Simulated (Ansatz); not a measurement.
The system is FeO.

```
Fe O
1.0
     0.00000    2.15540    2.15540
     2.15540    0.00000    2.15540
     2.15540    2.15540    0.00000
Fe O
1 1
Cartesian
  0.0000 0.0000 0.0000
  2.1554 2.1554 2.1554
```

Base run:

- Program: Ansatz 0.2.0
- Functional: PBE
- Potentials or basis: Ansatz PAW
- Cutoff: 420 eV (not typed: the program's choice for these potentials)
- k mesh: 11 × 11 × 11
- Occupations: fermi-dirac, width 0.05 eV
- Spin: collinear spin, ferromagnetic start
- Starting moments: [4.5, 0.0] μB

Its results: band gap on the k mesh none (metal or under the smearing width); pressure -0.2 GPa.

Task: The run is repeated on the same cell with these changes: spin from collinear spin, ferromagnetic start to no spin polarisation. What comes out?

Result: Band gap on the k mesh none (metal or under the smearing width); pressure -25.7 GPa.

Caveats: semilocal functionals often make such compounds metallic where correlation or magnetic order opens a gap, which also shifts bond lengths; a cell with one magnetic atom can't hold antiferromagnetic order, which such compounds often take (some runs).
